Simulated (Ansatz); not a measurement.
Computed with DFT PBE, scalar-relativistic, plane waves, PAW in Ansatz 0.2.0. All cells share a 420 eV cutoff and Γ-centred k meshes spaced at most about 0.3 Å⁻¹ (about 0.25 or finer for metals, 2π included). No spin polarisation.

Energies over the elements count from the elements' standard structures at the same level, with no fitted energy shifts.

Temperature and zero-point effects are left out. Only the structures computed here compete, so a lower one can exist. The reference form of Se is held partly by dispersion forces, which this level lacks.

A search for Mg₇Se gave 6 distinct relaxed structures. Coordination counts Mg atoms around Se (those within 1.25 times the shortest such distance or 1.15 times the sum of covalent radii; the shortest distance is added where it is long for a bond). Cells relaxed within their symmetry can be saddle points.

Question: Which structure of Mg₇Se came out lowest?

Answer: The one with space group Fm-3m (No. 225), reached from: Zn7Mo type (Fm-3m). It has a = 8.939 Å, 22.3 Å³/atom, no gap on the mesh. Mg on a site of symmetry mmm has 10 Mg at 3.16 Å and 2 Se at 3.16 Å; around Mg on a site of symmetry m-3m lie 12 Mg at 3.16 Å; Se is surrounded by 12 Mg at 3.16 Å. Its energy over the elements is −0.16 eV/atom. It lies below the elements, which doesn't yet make it stable against other compounds or structures. An observed structure of this formula, if there is one, may be missing.

Space group Fm-3m (No. 225). a = 8.939 Å, b = 8.939 Å, c = 8.939 Å, α = 90.00°, β = 90.00°, γ = 90.00°
| atom | site | symmetry | x | y | z |
| --- | --- | --- | --- | --- | --- |
| Mg | 24d | m.mm | 0.2500 | 0.2500 | 0.0000 |
| Mg | 4b | m-3m | 0.5000 | 0.0000 | 0.0000 |
| Se | 4a | m-3m | 0.0000 | 0.0000 | 0.0000 |

Question: How much higher is the P-3m1 structure with 24.2 Å³/atom and coordination Se 6 (reached from: a cell proposed by chemical analogy)?

Answer: 14 meV/atom. It has no gap on its mesh.

Question: How much higher is the P-6m2 structure with 22.4 Å³/atom and coordination Se 12 from 3.1 Å (reached from: a cell proposed by chemical analogy)?

Answer: 38 meV/atom. It has no gap on its mesh.

Some types were kept out of the candidates beforehand, so the set may lack a known form.
